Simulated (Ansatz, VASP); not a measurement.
## One calculation of Rb, two programs

```xyz
2
Lattice="0.0000 3.7632 3.7632 3.7632 0.0000 3.7632 3.7632 3.7632 0.0000" Properties=species:S:1:pos:R:3 pbc="T T T"
Rb   -0.9408   -0.9408   -0.9408
Rb    0.9408    0.9408    0.9408
```

Change from the starting cell: volume scaled by 0.45, PAW files.

Alike in both runs: task single point; functional LDA; k mesh 7 × 7 × 7; occupations fermi-dirac, width 0.08 eV; no spin polarisation.

|  | VASP | Ansatz |
| --- | --- | --- |
| version | VASP 6.6.1 | Ansatz 0.2.0 |
| potentials or method | VASP PAW LDA potentials, release 64 (Rb_sv) | PAW with Ansatz's default frozen-core files, scalar-relativistic |
| plane-wave cutoff (eV) | 520 | 420 |
| valence electrons in the cell | 18 | 18 |

|  | VASP | Ansatz | Ansatz less VASP |
| --- | --- | --- | --- |
| pressure (GPa) | 3.1 | 3.1 | -0.01 |
